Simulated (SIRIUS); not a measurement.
Here is a SIRIUS 7.12.0 calculation.

The input sirius.json:

```json
{
  "control": {
    "processing_unit": "cpu",
    "verbosity": 2,
    "num_bands_to_print": 13,
    "print_forces": true,
    "print_stress": true
  },
  "parameters": {
    "electronic_structure_method": "pseudopotential",
    "xc_functionals": ["XC_GGA_X_PBE", "XC_GGA_C_PBE"],
    "gk_cutoff": 8.4,
    "pw_cutoff": 16.8,
    "ngridk": [11, 11, 11],
    "shiftk": [0, 0, 0],
    "smearing": "fermi_dirac",
    "smearing_width": 0.0018374661,
    "num_bands": 13,
    "num_mag_dims": 0,
    "num_dft_iter": 100,
    "energy_tol": 1e-08,
    "density_tol": 1e-06
  },
  "iterative_solver": {
    "type": "davidson",
    "min_tolerance": 1e-10
  },
  "mixer": {
    "type": "anderson",
    "beta": 0.7,
    "max_history": 8
  },
  "settings": {
    "tol_ne": 1e-10,
    "pseudo_grid_cutoff": 6.5
  },
  "unit_cell": {
    "lattice_vectors": [
      [-0.48134884011, 0.48134884011, 0.732534359774],
      [0.48134884011, -0.48134884011, 0.732534359774],
      [0.48134884011, 0.48134884011, -0.732534359774]
    ],
    "lattice_vectors_scale": 6.3814283277,
    "atom_coordinate_units": "lattice",
    "atom_types": ["In"],
    "atom_files": {
      "In": "In.json"
    },
    "atoms": {
      "In": [
        [0.0, 0.0, 0.0]
      ]
    }
  }
}
```

Potentials or basis: in-house norm-conserving set, PBE (scalar relativistic).

The run is started by

```sh
$ upf_to_json In.upf
$ OMP_NUM_THREADS=1 sirius.scf --input=sirius.json --output=out.json --task=0
```

(1) What does it give for the pressure?

(2) Estimate the band gap on the k mesh.

Answers

(1) 2.0 GPa.

(2) none (metal or under the smearing width).
